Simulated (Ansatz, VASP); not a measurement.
**Si in VASP and in Ansatz**

```
Si
1.0
     3.16146    0.00000    0.00000
     0.00000    8.51699    0.00000
     0.00000    0.00000    5.76735
Si
12
Direct
  0.45101 0.63402 0.17258
  0.04899 0.86598 0.17258
  0.54899 0.13402 0.32742
  0.95101 0.36598 0.32742
  0.54899 0.36598 0.82742
  0.95101 0.13402 0.82742
  0.45101 0.86598 0.67258
  0.04899 0.63402 0.67258
  0.00000 0.00000 0.50000
  0.50000 0.50000 0.50000
  0.00000 0.50000 0.00000
  0.50000 0.00000 0.00000
```

Alike in both runs: task single point; functional PBE; k mesh 6 × 2 × 4; occupations gaussian, width 0.1 eV; no spin polarisation.

|  | VASP | Ansatz |
| --- | --- | --- |
| version | VASP 6.6.1 | Ansatz 0.2.0 |
| potentials or method | VASP PAW PBE potentials, release 64 (Si) | scalar-relativistic, plane waves, PAW |
| plane-wave cutoff (eV) | 520 | 420 |
| valence electrons in the cell | 48 | 48 |

|  | VASP | Ansatz | Ansatz less VASP |
| --- | --- | --- | --- |
| gap on the k mesh at the Fermi level (eV) | none | none | - |
| rms of the force components (eV/Å) | 2.277 | 2.290 | +0.0127 |

Atom by atom the forces differ by 0.013 eV/Å (rms over components). A gap of «none» marks a metal or a gap that the smearing closes.

Caveats: the k mesh is coarse (spacing up to 0.37 Å⁻¹), so the values aren't converged; forces of over 1 eV/Å show positions far from the minimum, so gaps and moduli don't describe the material at rest.
